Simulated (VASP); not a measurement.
Si:

```
CELL_PARAMETERS angstrom
-2.25100 2.36850 1.27500
2.25100 -2.36850 1.27500
2.25100 2.36850 -1.27500
ATOMIC_POSITIONS crystal
Si 0.80700 0.05700 0.75000
Si 0.19300 0.94300 0.25000
```

This isn't the form of Si at room conditions, which is diamond.

```yaml
Program: VASP 6.6.1
Task: relaxation of cell and atoms
Functional: PBE
Potentials_or_basis: VASP PAW PBE potentials, release 64 (Si)
Cutoff: 600 eV
k_mesh: 12 × 12 × 12
Occupations: gaussian, width 0.03 eV
Spin: no spin polarisation
```

At the start: pressure 15.8 GPa; volume 13.60 Å³/atom.

Task: Where does the relaxation end?

Result: Over 30 steps the energy falls by 79.1 meV/atom and the volume is 15.32 Å³/atom (+12.6 %); space group Imma (No. 74, to 0.05 Å).

The path:
```csv
step,energy change (eV),largest force (eV/Å),pressure (GPa),volume (Å³)
1,0.0000,0.0131,15.83,27.19
2,-0.0882,0.1075,-6.93,32.82
3,-0.1467,0.0810,0.01,30.42
4,-0.1467,0.0799,0.24,30.35
5,-0.1482,0.0956,0.07,30.41
6,-0.1483,0.0960,0.07,30.41
7,-0.1493,0.0920,-0.09,30.46
8,-0.1505,0.0809,-0.45,30.59
9,-0.1511,0.0775,-0.40,30.58
10,-0.1527,0.0668,-0.24,30.55
11,-0.1551,0.0430,0.07,30.50
12,-0.1568,0.0013,0.78,30.39
13,-0.1578,0.0005,0.05,30.62
14,-0.1578,0.0006,0.03,30.63
15,-0.1579,0.0058,-0.07,30.65
16,-0.1580,0.0114,-0.15,30.67
17,-0.1580,0.0108,0.04,30.61
18,-0.1580,0.0106,0.07,30.60
19,-0.1580,0.0104,0.17,30.58
20,-0.1580,0.0107,0.10,30.60
21,-0.1580,0.0111,0.11,30.59
22,-0.1580,0.0110,0.13,30.59
23,-0.1580,0.0111,0.12,30.59
24,-0.1581,0.0121,-0.06,30.64
25,-0.1581,0.0121,-0.07,30.65
26,-0.1581,0.0104,-0.07,30.65
27,-0.1582,0.0068,-0.06,30.66
28,-0.1582,0.0053,0.09,30.62
29,-0.1582,0.0054,0.09,30.62
30,-0.1582,0.0039,0.05,30.63
```

Final structure:
```cif
data_structure
_symmetry_space_group_name_H-M 'P 1'
_symmetry_Int_Tables_number 1
_cell_length_a 3.6581
_cell_length_b 3.6581
_cell_length_c 3.6581
_cell_angle_alpha 98.757
_cell_angle_beta 96.089
_cell_angle_gamma 137.875
_cell_volume 30.63
loop_
_atom_site_label
_atom_site_type_symbol
_atom_site_fract_x
_atom_site_fract_y
_atom_site_fract_z
_atom_site_occupancy
Si1 Si 0.85304 0.10304 0.75000 1
Si2 Si 0.14696 0.89696 0.25000 1
```

Caveat: the volume moved by +13 % from the deposited cell, more than functionals usually miss.
